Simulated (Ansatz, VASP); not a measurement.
**SrCl2 in VASP and in Ansatz**

```
Sr Cl
1.0
     0.00000    3.44120    3.44120
     3.44120    0.00000    3.44120
     3.44120    3.44120    0.00000
Sr Cl
1 2
Direct
  0.00000 0.00000 0.00000
  0.75000 0.75000 0.75000
  0.25000 0.25000 0.25000
```

Change from the starting cell: volume scaled by 0.96.

Alike in both runs: task single point; functional PBE; k mesh 7 × 7 × 7; occupations fermi-dirac, width 0.05 eV; no spin polarisation.

```csv
,VASP,Ansatz
version,VASP 6.6.1,Ansatz 0.2.0
potentials or method,"VASP PAW PBE potentials, release 64 (Sr_sv, Cl), cutoff 520 eV","all-electron LAPW, scalar-relativistic"
```

VASP gave:

| Item | Value |
| --- | --- |
| gap on the k mesh at the Fermi level (eV) | 5.54 |
| least direct gap on the mesh (eV) | 5.70 |
| pressure (GPa) | 2.8 |

Q: Estimate Ansatz's values.

A: gap on the k mesh at the Fermi level (eV): 5.54; least direct gap on the mesh (eV): 5.70; pressure (GPa): 2.7.

Ansatz ran all-electron here, so the differences hold the error of VASP's frozen core and of both bases.

Caveats: an odd mesh through Γ misses points on the zone boundary, where band edges often lie.
